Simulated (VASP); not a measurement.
A run of VASP 6.6.1 is set up as follows.

The input INCAR:

```
SYSTEM = WSe2
ALGO = Fast ; DIPOL = 0.5 0.5 0.500
EDIFF = 1E-7 ; ENCUT = 520
GGA = PE ; IDIPOL = 3
ISIF = 2 ; ISMEAR = 0
LASPH = .True. ; LCHARG = .False.
LDIPOL = .True. ; LREAL = .False.
LVACPOTAV = .True. ; LVHAR = .True.
LWAVE = .False. ; NBANDS = 20
NELM = 80 ; PREC = Accurate
SIGMA = 0.05
```

The input KPOINTS:

```
k-points
0
Gamma
  18 18 1
  0 0 0
```

Contents of POSCAR:

```
WSe2                                    
1.0
    3.2877206145     -0.0000000002     -0.0000000000
   -1.6438603025      2.8472495748      0.0000000000
   -0.0000000000      0.0000000000     21.7179162943
  W               Se            
     1     2
Direct
     0.6666666699999979    0.3333333300000021    0.5000073714198234
     0.3333333300000021    0.6666666699999979    0.5776675879378617
     0.3333333300000021    0.6666666699999979    0.4223491083423114
```

Potentials or basis: VASP PAW PBE potentials, release 64 (W_sv, Se).

Command:

```console
$ cat potpaw_PBE.64/W_sv/POTCAR potpaw_PBE.64/Se/POTCAR > POTCAR
$ mpirun -np 1 vasp_std > vasp.out
```

Q: Predict the band gap on the k mesh.

A: 1.65 eV, indirect (least direct gap 1.67 eV).

Q: What does it give for the largest force?

A: 0.112 eV/Å.

Q: Predict the ionisation potential of the upper face.

A: 5.06 eV.

Forces in eV/Å, atoms in the order of the input:
```
W    0.000  0.000  0.000
Se   0.000  0.000  0.112
Se   0.000  0.000 -0.112
```

Caveat: spin-orbit coupling is left out, which moves the levels of the heavy elements. A hybrid or GW would open this gap; PBE tends to underestimate it.
